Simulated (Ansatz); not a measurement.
# Ge (P6_3/mmc) in Ansatz: band structure with PBEsol

Aim: the band structure of Ge with PBEsol.

All numbers are computed with Ansatz 0.2.0; they aren't measurements. Logs are shortened: lines on timing, memory, paths and dates and some standing lists are left out, and cuts for length are marked.

## (1) Starting point

The structure is hexagonal, space group P6_3/mmc (No. 194). The conventional cell has a = 3.998 Å, b = 3.998 Å, c = 6.599 Å, α = 90.00°, β = 90.00°, γ = 120.00°. Ge (site symmetry 3m) is surrounded by 4 Ge at 2.45 to 2.47 Å.

This isn't the form of Ge at room conditions, which is diamond.

## (2) Band structure, PBEsol

Input file input.yaml:

```yaml
crystal:
  lattice:
    - [3.9975858431, 0.0, 0.0]
    - [-1.9987929216, 3.462010894, 0.0]
    - [0.0, 0.0, 6.59937795]
  atoms:
    - { symbol: Ge, position: [0.3333333333, 0.6666666667, 0.93709875] }
    - { symbol: Ge, position: [0.6666666667, 0.3333333333, 0.43709875] }
    - { symbol: Ge, position: [0.3333333333, 0.6666666667, 0.56290125] }
    - { symbol: Ge, position: [0.6666666667, 0.3333333333, 0.06290125] }
hamiltonian:
  xc: pbesol
  pseudopotentials: { kind: paw }
kpoints:
  mp_grid: { grid: [8, 8, 4] }
  band_path:
    path:
      - [[0.0, 0.0, 0.0], [0.5, 0.0, 0.0], [0.3333333333, 0.3333333333, 0.0], [0.0, 0.0, 0.0], [0.0, 0.0, 0.5], [0.5, 0.0, 0.5], [0.3333333333, 0.3333333333, 0.5], [0.0, 0.0, 0.5]]
      - [[0.5, 0.0, 0.5], [0.5, 0.0, 0.0]]
      - [[0.3333333333, 0.3333333333, 0.0], [0.3333333333, 0.3333333333, 0.5]]
    npoints: 14
scf:
  occupations: { method: fermi_dirac, width: 0.05 }
  n_extra_bands: 10
output:
  forces: true
  stress: true
  eigenvalues: true
  fatbands: true
```

Potentials or basis: Ansatz PAW.

Command:

```bash
> ansatz run input.yaml --threads 2 --pin off --max-ram 5632MiB --backend cpu --events-out ev --progress --plain --runs-dir out
```

Standard output:

```text
Warning: RAYON_NUM_THREADS=2 ignored (pool sized by the plan → 2); use --threads N
scf.n_extra_bands = 10 over 28 filled bands (N_el = 56.0): the run solves 38 bands
Engine: ansatz 0.2.0, x86_64-unknown-linux-gnu
Pseudopotentials: kind: paw
Pseudopotential: Ge, paw, valence charge 14, recommended cutoff 420 eV (normal), Ge.paw.azcp
Functional definition: PBEsol
  exchange = pbesol_x
  correlation = pbesol_c
Crystal: 4 atoms, lattice volume = 91.333 Å³
Basis set: ecut = 420 eV, 1763 PW (Γ), exchange–correlation on 54×54×90 points (8 copies of the dense FFT grid, shifted against one another)
Bands: 38, of which v1, the nominal top of the filled ones, is band 28 counted from 1 (27 counted from 0)
Symmetry: 24 space group operations
Space group: P63/mmc (ITA 194), of the structure as read, at distance tolerance 4.5e-5 Å
k-points: 30 of 256
Non-local potential: Ge, projectors of the file, l = 0: 2, l = 1: 2, l = 2: 3, l = 3: 1
PAW form: soft (Blöchl's): semilocal exchange-correlation on the pseudo side does not see the compensation charge
PAW frozen core: Ge, regenerated for the run's functional, and the local potential with it (the file was generated under x = pbe(κ = 0.804, μ = 0.2195149727645171), c = pbe(β = 0.06672455060314922))
PAW one-centre angular grid: Ge, 590 points (default); XC on 64 Gauss nodes
Initial density: superposition of atomic densities (neutral atoms: chi_scale 0, normalization atom), corrected by the library's trained network
Initial wavefunctions: pseudopotential atomic-orbital guess
Functional: x = pbesol(κ = 0.804, μ = 0.12345679012345678), c = pbesol(β = 0.046)
SCF iter   1: F=—  HF=-17013.919600 eV  |F-HF|=—  |Δ(HF+E_count)|=         —  Δρ=2.24e-3  dr2=5.31e-3  ethr=1.77e-3  ⟨swp⟩=5.8  Hψ=4499  notcnv=0  defer=9
preconditioner: auto → Kerker (q_TF=auto, 2.515 Å⁻¹)  [metal: Δε(μ)=0.091 eV  Ē_g=24.195 eV  σ=0.050 eV  W_gap=0.42  n_scr=22 (ndim 8)  ℏωp=29.1 eV  f_vac=0.070  D(μ)=0.15/eV (n_scr^D=0)]
SCF iter   2: F=—  HF=-17013.916510 eV  |F-HF|=—  |Δ(HF+E_count)|=   3.09e-3  Δρ=1.65e-3  dr2=2.96e-3  ethr=9.47e-6  ⟨swp⟩=1.3  Hψ=1599  notcnv=0  defer=49
SCF iter   3: F=—  HF=-17013.916685 eV  |F-HF|=—  |Δ(HF+E_count)|=   1.75e-4  Δρ=1.02e-3  dr2=4.48e-4  ethr=5.29e-6  ⟨swp⟩=2.0  Hψ=1882  notcnv=0  defer=49
SCF iter   4: F=—  HF=-17013.916133 eV  |F-HF|=—  |Δ(HF+E_count)|=   5.51e-4  Δρ=4.02e-4  dr2=1.53e-4  ethr=7.99e-7  ⟨swp⟩=2.0  Hψ=1765  notcnv=0  defer=49
SCF iter   5: F=—  HF=-17013.916176 eV  |F-HF|=—  |Δ(HF+E_count)|=   4.24e-5  Δρ=2.38e-4  dr2=2.98e-5  ethr=2.73e-7  ⟨swp⟩=2.1  Hψ=1193  notcnv=0  defer=49
SCF iter   6: F=—  HF=-17013.916115 eV  |F-HF|=—  |Δ(HF+E_count)|=   6.09e-5  Δρ=2.87e-5  dr2=1.10e-6  ethr=5.32e-8  ⟨swp⟩=2.0  Hψ=1884  notcnv=0  defer=49
SCF iter   7: F=—  HF=-17013.916117 eV  |F-HF|=—  |Δ(HF+E_count)|=   1.77e-6  Δρ=2.21e-5  dr2=2.88e-7  ethr=1.97e-9  ⟨swp⟩=2.0  Hψ=1886  notcnv=0  defer=49
SCF iter   8: F=-17013.916116 eV  HF=-17013.916116 eV  |F-HF|=8.08e-9  |Δ(HF+E_count)|=   9.27e-8  Δρ=4.06e-6  dr2=1.21e-8  ethr=1.79e-10  ⟨swp⟩=8.3  Hψ=5210  notcnv=0
SCF 1 converged in 8 iterations: F = -17013.916116 eV  dr2 = 1.21e-8
NSCF: frozen V_eff on 129 k-points
SCF converged after 8 iterations
Free energy (F): -17013.916116 eV
Harris-Foulkes:  -17013.916116 eV  (|F-HF|=8.08e-9)
Internal energy: -17013.914800 eV  (E = F + TS)
E sigma→0 (E₀):  -17013.915458 eV
Entropy (-TS):   -0.001316 eV (-0.329 meV/atom)
Fermi energy:    8.370322 eV
--- Per-component energies (eV) ---
  E_band       = -610.551279
  E_kinetic    = 446.056838
  E_local      = -9927.411845  (includes V_loc(G=0)·N_el)
  E_nonlocal   = 1680.701480
  E_hartree    = 4351.221279
  E_xc         = -299.761673
  E_vxc        = -258.792121  (∫ρ·V_xc dr)
  E_paw        = -7916.668473  (= ΣΔE_a)
  E_vpaw       = -1253.558001  (= ΣTr[D̂ρ^β])
  E_aug_tail   = 0.001418  (compensation charges beyond the density's cutoff)
  E_ewald      = -5351.725568
  E_core_change = 3.671745  (= ΣΔE_core)
  E_smearing   = -0.001316  (= −TS)
  E_closure    = -0.000000  (closes the sum)
  Σ components = -17013.916116   (vs F -17013.916116, Δ=0.00e0)
--- Forces (eV/Å), atoms counted from 1 ---
  atom   1  Ge     0.00000000    -0.00000000    -0.00493829
  atom   2  Ge    -0.00000000     0.00000000    -0.00493829
  atom   3  Ge     0.00000000    -0.00000000     0.00493829
  atom   4  Ge    -0.00000000     0.00000000     0.00493829
  max |Σ_I F_I| component: 2.78e-17 eV/Å
--- Stress (GPa, compression-positive) ---
        0.077212      -0.000000       0.000000
       -0.000000       0.077212       0.000000
        0.000000       0.000000      -0.237036
  P = ⅓ Tr σ = -0.0275 GPa (-0.275 kbar)
--- Band table (eV; the first three rows and the last of 30) ---
  k-point 0: bands = ["-16.5085", "-16.5085", "-16.4704", "-16.4704", "-16.4703", "-16.4572", "-16.4448", "-16.4448", "-16.3927", "-16.3927", "-16.2684", "-16.2684", "-16.2552", "-16.2393", "-16.2351", "-16.2351", "-16.2172", "-16.2172", "-16.1875", "-16.1875", "-4.4141", "-2.3681", "0.7463", "6.8984", "6.8984", "8.2214", "8.2365", "8.3293", "8.5012", "8.5012", "10.6171", "10.6171", "11.1046", "12.9067", "12.9067", "14.3262", "15.6717", "15.6717"]
  k-point 1: bands = ["-16.5043", "-16.5043", "-16.4790", "-16.4790", "-16.4677", "-16.4584", "-16.4352", "-16.4352", "-16.4002", "-16.4002", "-16.2628", "-16.2628", "-16.2535", "-16.2422", "-16.2400", "-16.2400", "-16.2118", "-16.2118", "-16.1913", "-16.1913", "-4.2266", "-2.8906", "1.6480", "5.8621", "7.0630", "7.0630", "8.1407", "8.1407", "8.4380", "9.6463", "10.9834", "10.9834", "11.6052", "12.5023", "12.5023", "14.8244", "16.2125", "16.2407"]
  k-point 2: bands = ["-16.4932", "-16.4932", "-16.4932", "-16.4932", "-16.4624", "-16.4624", "-16.4174", "-16.4174", "-16.4174", "-16.4174", "-16.2508", "-16.2508", "-16.2508", "-16.2508", "-16.2485", "-16.2485", "-16.2010", "-16.2010", "-16.2010", "-16.2010", "-3.6833", "-3.6833", "3.5542", "3.5542", "7.5231", "7.5231", "7.5231", "7.5231", "9.0130", "9.0130", "11.7186", "11.7186", "11.7186", "11.7186", "13.9021", "13.9021", "15.6772", "15.6772"]
  k-point 29: bands = ["-16.5225", "-16.5225", "-16.5010", "-16.5010", "-16.4362", "-16.4362", "-16.3748", "-16.3748", "-16.3591", "-16.3591", "-16.3164", "-16.3164", "-16.2915", "-16.2915", "-16.2639", "-16.2639", "-16.1908", "-16.1908", "-16.1668", "-16.1668", "-1.4200", "-1.4200", "0.3033", "0.3033", "4.2367", "4.2367", "6.3043", "6.3043", "9.5766", "9.5766", "12.5462", "12.5462", "13.1077", "13.1077", "15.4694", "15.4694", "16.4432", "16.4432"]
```

Wall time 7.1 s (2 threads of Intel Xeon 6975P-C (Granite Rapids), shared host); peak memory 0.47 GiB.

What came out:

```yaml
Free_energy: -17013.9161 eV
Pressure: 0.0 GPa
Largest_force: 0.005 eV/Å
Band_gap_along_the_path: none (metal or under the smearing width)
```

Forces in eV/Å, atoms in the order of the input:
```
Ge   0.000  0.000 -0.005
Ge   0.000  0.000 -0.005
Ge   0.000  0.000  0.005
Ge   0.000  0.000  0.005
```

Levels at the corners of the path, in eV from the Fermi level:
| point | band 26 | band 27 | band 28 | band 29 | band 30 | band 31 |
| --- | --- | --- | --- | --- | --- | --- |
| Γ | -0.15 | -0.13 | -0.04 | 0.13 | 0.13 | 2.25 |
| M | -3.06 | -2.83 | -1.44 | 0.47 | 1.61 | 3.49 |
| K | -3.48 | -3.48 | -3.21 | 1.39 | 4.55 | 4.55 |
| Γ | -0.15 | -0.13 | -0.04 | 0.13 | 0.13 | 2.25 |
| A | -0.85 | -0.85 | -0.85 | 0.64 | 0.64 | 3.35 |
| L | -2.55 | -2.41 | -2.41 | 0.47 | 0.47 | 2.06 |
| H | -4.30 | -2.01 | -2.01 | 1.20 | 1.20 | 4.05 |
| A | -0.85 | -0.85 | -0.85 | 0.64 | 0.64 | 3.35 |
| L | -2.55 | -2.41 | -2.41 | 0.47 | 0.47 | 2.06 |
| M | -3.06 | -2.83 | -1.44 | 0.47 | 1.61 | 3.49 |
| K | -3.48 | -3.48 | -3.21 | 1.39 | 4.55 | 4.55 |
| H | -4.30 | -2.01 | -2.01 | 1.20 | 1.20 | 4.05 |

Caveat: the PAW data sets come from PBE, with cores solved anew for the run's functional, which leaves a small shift of forces and pressure.
